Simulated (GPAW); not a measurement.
# SrCl2 (Fm-3m) in GPAW: equation of state with r2SCAN

Aim: the equation of state of SrCl2 with r2SCAN.

Program: GPAW 26.7.0. These are calculated values, not measurements. Logs are shortened: lines on timing, memory, paths and dates and some standing lists are left out, and cuts for length are marked. The log counts tension as positive stress, the text compression.

## Step 1: Starting point

It takes space group Fm-3m (No. 225, cubic). Conventional cell: a = 6.977 Å, b = 6.977 Å, c = 6.977 Å, α = 90.00°, β = 90.00°, γ = 90.00°. Around Sr (site symmetry m-3m) lie 8 Cl at 3.02 Å. Cl (site symmetry -43m) is surrounded by 4 Sr at 3.02 Å.

## Step 2: Equation of state, r2SCAN

Input file run.py:

```python
from ase import Atoms
from ase.eos import EquationOfState
from ase.io import Trajectory
from ase.units import GPa
from ase.parallel import parprint
from gpaw import GPAW, PW

atoms = Atoms(['Sr', 'Cl', 'Cl'],
              cell=[[0.0, 3.48835, 3.48835],
                    [3.48835, 0.0, 3.48835],
                    [3.48835, 3.48835, 0.0]],
              scaled_positions=[[0.0, 0.0, 0.0],
                                [0.75, 0.75, 0.75],
                                [0.25, 0.25, 0.25]],
              pbc=True)

traj = Trajectory('eos.traj', 'w')
volumes, energies = [], []
for x in [0.94, 0.96, 0.98, 1.0, 1.02, 1.04, 1.06]:
    a = atoms.copy()
    a.set_cell(atoms.cell * x**(1 / 3), scale_atoms=True)
    calc = GPAW(mode=PW(600),
                xc='MGGA_X_R2SCAN+MGGA_C_R2SCAN',
                kpts={'size': (7, 7, 7), 'gamma': True},
                occupations={'name': 'fermi-dirac', 'width': 0.05},
                nbands=22,
                convergence={'density': 1e-05, 'energy': 1e-05},
                maxiter=150,
                txt=f'eos-{x:.2f}.txt')
    a.calc = calc
    energies.append(a.get_potential_energy(force_consistent=True))
    volumes.append(a.get_volume())
    p = -a.get_stress()[:3].mean() / GPa
    calc.write(f'eos-{x:.2f}.gpw')
    traj.write(a)
    parprint(f'{x:.2f} {volumes[-1]:10.4f} A^3 {energies[-1]:14.6f} eV {p:9.3f} GPa', flush=True)

v0, e0, B = EquationOfState(volumes, energies, eos='birchmurnaghan').fit()
parprint(f'V0 = {v0:.4f} A^3, E0 = {e0:.6f} eV, B0 = {B / GPa:.2f} GPa')
```

Potentials or basis: GPAW PAW data sets (gpaw-data 1.2.1), pw.

Run with:

```
OMP_NUM_THREADS=1 mpirun -n 4 gpaw python run.py
```

Standard output:

```text
__  _  _
 | _ |_)|_||  |
 |__||  | ||/\| - 26.7.0

Input parameters:
  mode=PW(ecut=600.0),
  convergence={'density': 1e-05, 'energy': 1e-05},
  kpts=MonkhorstPack(size=(7, 7, 7), gamma=True),
  maxiter=150,
  nbands=22,
  occupations=Occupations(name='fermi-dirac', width=0.05),
  xc=XC(name='MGGA_X_R2SCAN+MGGA_C_R2SCAN')

Diagonalizing LCAO Hamiltonian
Converting LCAO to pw mode

                        Cl

             Cl

       Sr

Atoms  # Å, Bohr magnetons
|   | symbol |        x |        y |        z |    initial magnetic moments |
|---|--------|----------|----------|----------|-----------------------------|
| 0 |     Sr | 0.000000 | 0.000000 | 0.000000 | ( 0.0000,  0.0000,  0.0000) |
| 1 |     Cl | 5.161807 | 5.161807 | 5.161807 | ( 0.0000,  0.0000,  0.0000) |
| 2 |     Cl | 1.720602 | 1.720602 | 1.720602 | ( 0.0000,  0.0000,  0.0000) |

Unit cell  # Å
| periodic |        x |        y |        z |  lengths |    angles |
|----------|----------|----------|----------|----------|-----------|
|      yes | 0.000000 | 3.441204 | 3.441204 | 4.866598 | 60.000000 |
|      yes | 3.441204 | 0.000000 | 3.441204 | 4.866598 | 60.000000 |
|      yes | 3.441204 | 3.441204 | 0.000000 | 4.866598 | 60.000000 |

Number of symmetries: 48
Symmetry operations  # r_c * U_cc + t_c -> r_c
|    | kind |            matrix            |
|----|------|------------------------------|
|  0 |  σ   |  1, 0, 0,  1, 0,-1,  1,-1, 0 |
|  1 |  C2  |  1, 0, 0,  1,-1, 0,  1, 0,-1 |
|  2 |  E   |  1, 0, 0,  0, 1, 0,  0, 0, 1 |
|  3 |  σ   |  1, 0, 0,  0, 0, 1,  0, 1, 0 |
|  4 |  C4  |  1, 0,-1,  1, 0, 0,  1,-1, 0 |
|  5 |  S6  |  1, 0,-1,  1,-1, 0,  1, 0, 0 |
|  6 |  σ   |  1, 0,-1,  0, 1,-1,  0, 0,-1 |
|  7 |  C3  |  1, 0,-1,  0, 0,-1,  0, 1,-1 |
|  8 |  S6  |  1,-1, 0,  1, 0, 0,  1, 0,-1 |
|  9 |  C4  |  1,-1, 0,  1, 0,-1,  1, 0, 0 |
| 10 |  C3  |  1,-1, 0,  0,-1, 1,  0,-1, 0 |
| 11 |  σ   |  1,-1, 0,  0,-1, 0,  0,-1, 1 |
| 12 |  σ   |  0, 1, 0,  1, 0, 0,  0, 0, 1 |
| 13 |  C4  |  0, 1, 0,  0, 1,-1, -1, 1, 0 |
| 14 |  C3  |  0, 1, 0,  0, 0, 1,  1, 0, 0 |
| 15 |  S6  |  0, 1, 0, -1, 1, 0,  0, 1,-1 |
| 16 |  C2  |  0, 1,-1,  1, 0,-1,  0, 0,-1 |
| 17 |  σ   |  0, 1,-1,  0, 1, 0, -1, 1, 0 |
| 18 |  S4  |  0, 1,-1,  0, 0,-1,  1, 0,-1 |
| 19 |  C4  |  0, 1,-1, -1, 1, 0,  0, 1, 0 |
| 20 |  C3  |  0, 0, 1,  1, 0, 0,  0, 1, 0 |
| 21 |  σ   |  0, 0, 1,  0, 1, 0,  1, 0, 0 |
| 22 |  S6  |  0, 0, 1,  0,-1, 1, -1, 0, 1 |
| 23 |  C4  |  0, 0, 1, -1, 0, 1,  0,-1, 1 |
| 24 |  S4  |  0, 0,-1,  1, 0,-1,  0, 1,-1 |
| 25 |  C3  |  0, 0,-1,  0, 1,-1,  1, 0,-1 |
| 26 |  C2  |  0, 0,-1,  0,-1, 0, -1, 0, 0 |
| 27 |  S6  |  0, 0,-1, -1, 0, 0,  0,-1, 0 |
| 28 |  S4  |  0,-1, 1,  1,-1, 0,  0,-1, 0 |
| 29 |  C4  |  0,-1, 1,  0, 0, 1, -1, 0, 1 |
| 30 |  C2  |  0,-1, 1,  0,-1, 0,  1,-1, 0 |
| 31 |  σ   |  0,-1, 1, -1, 0, 1,  0, 0, 1 |
| 32 |  C3  |  0,-1, 0,  1,-1, 0,  0,-1, 1 |
| 33 |  S6  |  0,-1, 0,  0, 0,-1, -1, 0, 0 |
| 34 |  S4  |  0,-1, 0,  0,-1, 1,  1,-1, 0 |
| 35 |  C2  |  0,-1, 0, -1, 0, 0,  0, 0,-1 |
| 36 |  C2  | -1, 1, 0,  0, 1, 0,  0, 1,-1 |
| 37 |  S6  | -1, 1, 0,  0, 1,-1,  0, 1, 0 |
| 38 |  S4  | -1, 1, 0, -1, 0, 1, -1, 0, 0 |
| 39 |  C3  | -1, 1, 0, -1, 0, 0, -1, 0, 1 |
| 40 |  S6  | -1, 0, 1,  0, 0, 1,  0,-1, 1 |
| 41 |  C2  | -1, 0, 1,  0,-1, 1,  0, 0, 1 |
[... 73 lines left out ...]
    |    p |        |       4.386 |    1.291 |
    |    d |        |       0.000 |    1.254 |

    Using partial waves for Sr as LCAO basis

  Cl:
    name:    Chlorine
    Z:       17.0
    valence: 7
    core:    10
    charge:  0.0  # [|e|]
    compensation charges:
      type: gauss
      rc: 0.25  # [Å]
      lmax: 2
    cutoffs:
      filter: 1.40  # [Å]
      core: 1.49  # [Å]
    projectors
    | kind |    occ | energy [eV] | rcut [Å] |
    |------|--------|-------------|----------|
    |   3s |  2.000 |     -20.689 |    0.794 |
    |   3p |  5.000 |      -8.594 |    0.794 |
    |    s |        |       6.523 |    0.794 |
    |    p |        |      18.617 |    0.794 |
    |    d |        |       0.000 |    0.794 |

    Using partial waves for Cl as LCAO basis

Reference energy: -111606.668799  # eV

eigensolver:
  PPCG
  Converge bands: occupied
  niter=2

density mixing:
  MSR1-Mixer
  Pratt-step length: 0.05
  Maximum mixing coefficient: 0.75
  Old densities: 10
  SVD Regularization: 0.005
  Good broyden scale: 1.0
  Trust region scale: 1.0
  Backstep threshold: 4.0
  History deletion threshold: 6.0
  Fourier metric: weight=20.0, sigma=0.015

occupation numbers:
  Fermi-Dirac:
    width: 0.0500  # eV

poisson solver:
  ecut: 4800.0  # eV

xc functional:
  name: MGGA_X_R2SCAN+MGGA_C_R2SCAN with 2 nearest neighbor stencil

convergence criteria:
- Maximum integral of absolute [dens]ity change: 1e-05 electrons / valence electron
- Maximum [total energy] change in last 3 cyles: 1e-05 eV / valence electron
- Maximum integral of absolute [eigenst]ate change: 4e-08 eV^2 / valence electron
maximum number of iterations: 150

SCF iterations
|iter     | |      energy | eigst |  dens |
|---------|-|-------------|-------|-------|
|iter:   1| |  -39.264953 | -0.16 |       |
|iter:   2| |  -32.953967 | -1.36 | -1.31 |
|iter:   3| |-32799.188822 | +2.99 | -1.25 |
|iter:   4| |    9.546837 | +1.73 | +1.04 |
|iter:   5| |  -32.407059 | +1.25 | -0.41 |
|iter:   6| |  -32.939628 | -0.48 | -1.53 |
|iter:   7| |  -32.860298 | -1.52 | -1.29 |
|iter:   8| |  -32.862037 | -3.06 | -1.97 |
|iter:   9| |  -32.861016 | -3.79 | -2.29 |
|iter:  10| |  -32.861059 | -4.90 | -2.73 |
|iter:  11| |  -32.861058c| -6.26 | -3.21 |
|iter:  12| |  -32.861062c| -6.16 | -3.38 |
|iter:  13| |  -32.861063c| -7.15 | -4.01 |
|iter:  14| |  -32.861064c| -7.99c| -4.50 |
|iter:  15| |  -32.861064c| -8.96c| -5.79c|

Converged in 15 steps
Energy contributions relative to reference atoms: (reference = -111606.668799)

Energy contributions:
  Kinetic:           5.142652
  Coulomb:          -3.444331
  Zero:             -0.434016
  External:          0.000000
  Xc:              -34.125369
  Entropy:          -0.000000
  Spinorbit:         0.000000
  ----------------------------
  Free energy:     -32.861064
  Extrapolated:    -32.861064

dipole moment: (-27.025281, -27.025281, -27.025281)  # |e|*Ang

Fermi level: 6.432
Eigenvalues  # (at kpt = [0.000, 0.000, 0.000])
| band index |      eig [eV] | occ [0-2] |
|------------|---------------|-----------|
|          0 |       -32.057 |     2.000 |
|        ... |               |           |
|          4 |       -12.371 |     2.000 |
|          5 |       -11.409 |     2.000 |
|          6 |        -0.639 |     2.000 |
|          7 |        -0.639 |     2.000 |
|          8 |        -0.639 |     2.000 |
|          9 |         1.277 |     2.000 |
[... 8 lines left out ...]
|         18 |        12.014 |     0.000 |
|         19 |        12.014 |     0.000 |
|        ... |               |           |
|         21 |        16.255 |     0.000 |

Gap: 6.086 eV
Transition (v -> c):
  (s=0, k=15, n=11, [0.43, 0.43, -0.14]) -> (s=0, k=16, n=12, [0.43, 0.43, 0.00])
Direct/indirect transitions are different
Direct gap: 6.196 eV
Transition at: (s=0, k=16, n=11, [0.43, 0.43, 0.00])

Stress tensor  # eV/Ang^3
|         x |         y |         z |
|-----------|-----------|-----------|
| -0.012797 |  0.000000 |  0.000000 |
|  0.000000 | -0.012797 |  0.000000 |
|  0.000000 |  0.000000 | -0.012797 |

# Writing to eos-0.96.gpw (mode='')
```

It took 2.6 min on 4 MPI ranks of Intel Xeon Platinum 8488C (Sapphire Rapids), shared host; peak memory 0.55 GiB.

What came out:

| Item | Value |
| --- | --- |
| Equilibrium volume | 28.59 Å³/atom (rough: see the caveat) |
| Bulk modulus | 38 GPa (rough) |

Energy against volume, from the lowest point:
| volume (Å³/atom) | energy (meV/atom) |
| --- | --- |
| 26.601 | 18.45 |
| 27.167 | 8.95 |
| 27.733 | 2.91 |
| 28.299 | 0.00 |
| 28.865 | 0.04 |
| 29.431 | 2.44 |
| 29.997 | 7.06 |

Caveat: the points scatter about the fit; the PAW data sets were made with another functional, which shifts forces and pressure a little.
